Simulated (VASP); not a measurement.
# GaAs (F-43m) in VASP: a series of runs

The runs below take GaAs through relaxation of cell and atoms, with PBEsol.

Program: VASP 6.6.1. These are calculated values, not measurements. Logs are shortened: lines on timing, memory, paths and dates and some standing lists are left out, and cuts for length are marked.

### Step 1. Starting point

It takes space group F-43m (No. 216, cubic). The conventional cell has a = 5.654 Å, b = 5.654 Å, c = 5.654 Å, α = 90.00°, β = 90.00°, γ = 90.00°. Ga (site symmetry -43m) is surrounded by 4 As at 2.45 Å. Around As (site symmetry -43m) lie 4 Ga at 2.45 Å.

### Step 2. Relaxation of cell and atoms, PBEsol

Contents of INCAR:

```
SYSTEM = GaAs
PREC = Accurate
ENCUT = 600
EDIFF = 1E-6
ISMEAR = 0
SIGMA = 0.03
LREAL = .False.
LASPH = .True.
NELM = 80
ALGO = Normal
ISIF = 3
LWAVE = .False.
LCHARG = .False.
GGA = PS
IBRION = 2
NSW = 90
EDIFFG = -0.01
KPAR = 4
```

Contents of KPOINTS:

```
Automatic mesh
0
Gamma
  10 10 10
  0 0 0
```

Contents of POSCAR:

```
GaAs
1.0
    0.0000000000      2.8268500000      2.8268500000
    2.8268500000      0.0000000000      2.8268500000
    2.8268500000      2.8268500000      0.0000000000
Ga As
1 1
Direct
    0.0000000000      0.0000000000      0.0000000000
    0.2500000000      0.2500000000      0.2500000000
```

Potentials or basis: VASP PAW PBE potentials, release 64 (Ga_d, As).

Started as:

```
> cat potpaw_PBE.64/Ga_d/POTCAR potpaw_PBE.64/As/POTCAR > POTCAR
> mpirun -np 4 vasp_std > vasp.out
```

OUTCAR:

```text
SYSTEM = GaAs
   PREC = Accurate
   ENCUT = 600
   EDIFF = 1E-6
   ISMEAR = 0
   LREAL = .False.
   LASPH = .True.
   NELM = 80
   ISIF = 3
   GGA = PS
   IBRION = 2
   NSW = 90
   EDIFFG = -0.01

 ion  position               nearest neighbor table
   1  0.000  0.000  0.000-   2 2.45   2 2.45   2 2.45   2 2.45
   2  0.250  0.250  0.250-   1 2.45   1 2.45   1 2.45   1 2.45

  LATTYP: Found a face centered cubic cell.
 ALAT       =     5.6537000000

  Lattice vectors:

 A1 = (   0.0000000000,   2.8268500000,   2.8268500000)
 A2 = (   2.8268500000,   0.0000000000,   2.8268500000)
 A3 = (   2.8268500000,   2.8268500000,   0.0000000000)

Analysis of symmetry for initial positions (statically):
=====================================================================
 Subroutine PRICEL returns:
 Original cell was already a primitive cell.

 Routine SETGRP: Setting up the symmetry group for a
 face centered cubic supercell.

 Subroutine GETGRP returns: Found 24 space group operations
 (whereof 24 operations were pure point group operations)
 out of a pool of 48 trial point group operations.

The static configuration has the point symmetry T_d .

Analysis of symmetry for dynamics (positions and initial velocities):
=====================================================================
 Subroutine PRICEL returns:
 Original cell was already a primitive cell.

 Routine SETGRP: Setting up the symmetry group for a
 face centered cubic supercell.

 Subroutine GETGRP returns: Found 24 space group operations
 (whereof 24 operations were pure point group operations)
 out of a pool of 48 trial point group operations.

The dynamic configuration has the point symmetry T_d .

 Subroutine INISYM returns: Found 24 space group operations
 (whereof 24 operations are pure point group operations),
 and found     1 'primitive' translations

----------------------------------------------------------------------------------------

                                     Primitive cell

  volume of cell :      45.1792

  direct lattice vectors                    reciprocal lattice vectors
     0.000000000  2.826850000  2.826850000    -0.176875321  0.176875321  0.176875321
     2.826850000  0.000000000  2.826850000     0.176875321 -0.176875321  0.176875321
     2.826850000  2.826850000  0.000000000     0.176875321  0.176875321 -0.176875321

  length of vectors
     3.997769609  3.997769609  3.997769609     0.306357042  0.306357042  0.306357042

  position of ions in fractional coordinates (direct lattice)
     0.000000000  0.000000000  0.000000000
     0.250000000  0.250000000  0.250000000

  ion indices of the primitive-cell ions
   primitive index   ion index
                 1           1
                 2           2

----------------------------------------------------------------------------------------

 KPOINTS: Automatic mesh

Automatic generation of k-mesh.
 Grid dimensions read from file:
 generate k-points for:   10   10   10

 Generating k-lattice:

  Cartesian coordinates                     Fractional coordinates (reciprocal lattice)
    -0.017687532  0.017687532  0.017687532     0.100000000  0.000000000  0.000000000
     0.017687532 -0.017687532  0.017687532     0.000000000  0.100000000  0.000000000
     0.017687532  0.017687532 -0.017687532     0.000000000  0.000000000  0.100000000

  Length of vectors
     0.030635704  0.030635704  0.030635704

  Shift w.r.t. Gamma in fractional coordinates (k-lattice)
     0.000000000  0.000000000  0.000000000

 Subroutine IBZKPT returns following result:
 ===========================================

 Found     47 irreducible k-points:

 Following reciprocal coordinates:
            Coordinates               Weight
  0.000000  0.000000  0.000000      1.000000
  0.100000  0.000000  0.000000      8.000000
  0.200000  0.000000  0.000000      8.000000
  0.300000  0.000000  0.000000      8.000000
  0.400000  0.000000  0.000000      8.000000
  0.500000  0.000000  0.000000      4.000000
[... 16 lines left out ...]
  0.300000  0.300000  0.000000      6.000000
  0.400000  0.300000  0.000000     24.000000
 [... further k-points ...]
   k-points           NKPTS =     47   k-points in BZ     NKDIM =     47   number of bands    NBANDS=     13
   number of dos      NEDOS =    301   number of ions     NIONS =      2
   total plane-waves  NPLWV =  32768
   dimension x,y,z NGX =    32 NGY =   32 NGZ =   32
   dimension x,y,z NGXF=    64 NGYF=   64 NGZF=   64
   ions per type =               1   1
   NGX,Y,Z   is equivalent  to a cutoff of  13.31, 13.31, 13.31 a.u.
   NGXF,Y,Z  is equivalent  to a cutoff of  26.61, 26.61, 26.61 a.u.
 SYSTEM =  GaAs
   PREC   = accura    normal or accurate (medium, high low for compatibility)
   ISTART =      0    job   : 0-new  1-cont  2-samecut
   ICHARG =      2    charge: 1-file 2-atom 10-const
   ISPIN  =      1    spin polarized calculation?
   LNONCOLLINEAR =      F non collinear calculations
   LSORBIT =      F    spin-orbit coupling
   LASPH  =      T    aspherical Exc in radial PAW
   ENCUT  =  600.0 eV  44.10 Ry    6.64 a.u.   7.98  7.98  7.98*2*pi/ulx,y,z
   NELM   =     80;   NELMIN=  2; NELMDL= -5     # of ELM steps
   EDIFF  = 0.1E-05   stopping-criterion for ELM
   LREAL  =      F    real-space projection
   EDIFFG = -.1E-01   stopping-criterion for IOM
   NSW    =     90    number of steps for IOM
   IBRION =      2    ionic relax: 0-MD 1-quasi-New 2-CG
   NFREE  =      1    steps in history (QN), initial steepest desc. (CG)
   ISIF   =      3    stress and relaxation
   ISYM   =      2    0-nonsym 1-usesym 2-fastsym
   POTIM  = 0.5000    time-step for ionic-motion
   TEBEG  =    0.0;   TEEND  =   0.0 temperature during run
   PSTRESS=    0.0 pullay stress
   NELECT =      18.0000    total number of electrons
   NUPDOWN=      -1.0000    fix difference up-down
   EMIN   =  10.00;   EMAX   =-10.00  energy-range for DOS
   EFERMI =   0.00;   METHOD = LEGACY
   ISMEAR =     0;   SIGMA  =   0.03  broadening in eV -4-tet -1-fermi 0-gaus
   EFERMI_NEDOS =   21; number of points for ismear=-14 and -15
   IALGO  =     38    algorithm
   IMIX   =      4    mixing-type and parameters
     AMIX     =   0.40;   BMIX     =  1.00
     AMIX_MAG =   1.60;   BMIX_MAG =  1.00
  volume/ion in A,a.u.               =      22.59       152.44
  Fermi-wavevector in a.u.,A,eV,Ry     =   1.204628  2.276417 19.743799  1.451128
  Thomas-Fermi vector in A             =   2.340347
   LORBIT       =      0    0 simple, 1 ext, 2 COOP (PROOUT), +10 PAW based schemes
   GGA     = PS    functional components
   LHFCALC =     F    Hartree Fock is set to
   AEXX    =    0.0000 exact exchange contribution
   IVDW    =     0    specifies the selected vdW correction
   LEPSILON=     F    determine dielectric tensor
   LRPA    =     F    only Hartree local field effects (RPA)
 conjugate gradient relaxation of ions
 non-spin polarized calculation
 Gauss-broadening in eV      SIGMA  =   0.03
  energy-cutoff  :      600.00
  volume of cell :       45.18
 maximum number of plane-waves:      1524
   NGX = 15   NGY = 15   NGZ = 15

--------------------------------------- Ionic step        1  -------------------------------------------

 number of electron      18.0000011 magnetization

 Free energy of the ion-electron system (eV)
  ---------------------------------------------------
  ext. energy  EPLUGINS =         0.00000000
  ---------------------------------------------------
  free energy    TOTEN  =        -9.09121942 eV

  energy without entropy =       -9.09121942  energy(sigma->0) =       -9.09121942

------------------------ aborting loop because EDIFF is reached ----------------------------------------

  FORCE on cell =-STRESS in cart. coord.  units (eV):
  Direction    XX          YY          ZZ          XY          YZ          ZX
  --------------------------------------------------------------------------------------
  -------------------------------------------------------------------------------------
  Total        0.0926627      0.0926627      0.0926627      0.0000000      0.0000000     -0.0000000
  in kB        3.2860736      3.2860736      3.2860736      0.0000000      0.0000000     -0.0000000
  external PRESSURE =       3.2860736 kB  Pullay stress =       0.0000000 kB
[... 57 lines left out ...]
  energy  without entropy=       -9.0914190461  energy(sigma->0) =       -9.09141905

--------------------------------------- Ionic step        3  -------------------------------------------

 number of electron      18.0000010 magnetization

 Free energy of the ion-electron system (eV)
  ---------------------------------------------------
  ext. energy  EPLUGINS =         0.00000000
  ---------------------------------------------------
  free energy    TOTEN  =        -9.09145225 eV

  energy without entropy =       -9.09145225  energy(sigma->0) =       -9.09145225

 E-fermi :   3.9313     XC(G=0):  -9.7513

 val. band max:        3.7587646228   @ k =   0.0000   0.0000   0.0000
 cond. band min:       4.1788883335   @ k =   0.0000   0.0000   0.0000
 fundamental gap:      0.4201237107
 Fermi energy:         3.9313055137

 k-point     1 :       0.0000    0.0000    0.0000
  band No.  band energies     occupation
      1     -11.0068      2.00000
      2     -11.0068      2.00000
      3     -11.0068      2.00000
      4     -10.9280      2.00000
      5     -10.9280      2.00000
      6      -8.9588      2.00000
      7       3.7588      2.00000
      8       3.7588      2.00000
      9       3.7588      2.00000
     10       4.1789      0.00000
     11       7.4483      0.00000
     12       7.4483      0.00000
     13       7.4483      0.00000
[... 353 lines left out ...]
 k-point    24 :       0.4000    0.3000    0.0000
  band No.  band energies     occupation
      1     -11.0987      2.00000
      2     -10.9710      2.00000
      3     -10.9695      2.00000
      4     -10.9457      2.00000
      5     -10.9185      2.00000
      6      -7.2261      2.00000
      7      -1.9197      2.00000
      8       1.1627      2.00000
      9       1.5070      2.00000
     10       5.5208      0.00000
     11       6.5347      0.00000
     12      10.9738      0.00000
     13      11.6324      0.00000

 [... further k-points ...]

------------------------ aborting loop because EDIFF is reached ----------------------------------------

  FORCE on cell =-STRESS in cart. coord.  units (eV):
  Direction    XX          YY          ZZ          XY          YZ          ZX
  --------------------------------------------------------------------------------------
  -------------------------------------------------------------------------------------
  Total        0.0038440      0.0038440      0.0038440     -0.0000000      0.0000000      0.0000000
  in kB        0.1356613      0.1356613      0.1356613     -0.0000000      0.0000000      0.0000000
  external PRESSURE =       0.1356613 kB  Pullay stress =       0.0000000 kB
[... 17 lines left out ...]
  FREE ENERGIE OF THE ION-ELECTRON SYSTEM (eV)
  ---------------------------------------------------
  free  energy   TOTEN  =        -9.0914522499 eV

  energy  without entropy=       -9.0914522499  energy(sigma->0) =       -9.09145225

 reached required accuracy - stopping structural energy minimisation
```

Wall time 9.8 s (4 MPI ranks of AMD EPYC 9R45 (Zen 5), shared host); peak memory 0.19 GiB.

What came out:

```yaml
Free_energy: -9.0915 eV
Relaxed_volume: 22.70 Å³/atom
Relaxed_cell: a = 4.004 Å, b = 4.004 Å, c = 4.004 Å, α = 60.00°, β = 60.00°, γ = 60.00°
Space_group_after_relaxing_to_0.05_Å: F-43m (No. 216)
Energy_gained_by_relaxing: 0.1 meV/atom
Ionic_steps: 3
Pressure_after_relaxing: 0.0 GPa
Band_gap_on_the_k_mesh: 0.42 eV, direct
```

Step by step:
```
step  energy change (eV)  largest force (eV/Å)  pressure (GPa)  volume (Å³)
   1              0.0000                0.0000            0.33        45.18
   2             -0.0002                0.0000           -0.18        45.48
   3             -0.0002                0.0000            0.01        45.40
```

Final structure:
```
CELL_PARAMETERS angstrom
0.00000 2.83140 2.83140
2.83140 0.00000 2.83140
2.83140 2.83140 0.00000
ATOMIC_POSITIONS crystal
Ga 0.00000 0.00000 0.00000
As 0.25000 0.25000 0.25000
```

Caveat: the PAW data sets were made with another functional, which shifts forces and pressure a little.

### Step 3. Relaxation of cell and atoms, PBEsol

This run uses another cell than the first one, of 22.70 Å³/atom, 1.005 times its volume.

INCAR: that of step 2 with these lines changed.

```diff
@@ -3,3 +3,3 @@
 ENCUT = 600
-EDIFF = 1E-6
+EDIFF = 1E-7
 ISMEAR = 0
@@ -16,3 +16,3 @@
 NSW = 90
-EDIFFG = -0.01
+EDIFFG = -0.005
 KPAR = 4
```

KPOINTS is that of step 2.

Contents of POSCAR:

```
GaAs                                    
1.0
    0.0000000000      2.8313993252      2.8313993252
    2.8313993252      0.0000000000      2.8313993252
    2.8313993252      2.8313993252     -0.0000000000
  Ga              As            
     1     1
Direct
     0.0000000000000000    0.0000000000000000    0.0000000000000000
     0.2500000000000000    0.2500000000000000    0.2500000000000000
```

Potentials or basis: VASP PAW PBE potentials, release 64 (Ga_d, As).

Started as:

```
> cat potpaw_PBE.64/Ga_d/POTCAR potpaw_PBE.64/As/POTCAR > POTCAR
> mpirun -np 4 vasp_std > vasp.out
```

Run time: 4.7 s. Hardware: 4 MPI ranks of AMD EPYC 9R45 (Zen 5), shared host; peak memory 0.17 GiB.

Results (log left out):

| Property | Result |
| --- | --- |
| Free energy | -9.0915 eV |
| Pressure after relaxing | 0.0 GPa |
| Band gap on the k mesh | 0.42 eV, direct |

Final structure:
```
CELL_PARAMETERS angstrom
0.00000 2.83140 2.83140
2.83140 0.00000 2.83140
2.83140 2.83140 0.00000
ATOMIC_POSITIONS crystal
Ga 0.00000 0.00000 0.00000
As 0.25000 0.25000 0.25000
```

Levels at points of the mesh, in eV from the valence-band top:
```tsv
k point	band 7	band 8	band 9	band 10	band 11	band 12
(0.00, 0.00, 0.00)	0.00	0.00	0.00	0.42	3.69	3.69
(0.50, 0.00, 0.00)	-6.65	-1.14	-1.14	0.92	4.58	4.58
(0.50, 0.50, 0.00)	-6.83	-2.68	-2.68	1.36	1.57	10.09
```

Caveat: the relaxation stopped at its first step, so nothing moved; the PAW data sets were made with another functional, which shifts forces and pressure a little. A k mesh can miss the band edges.
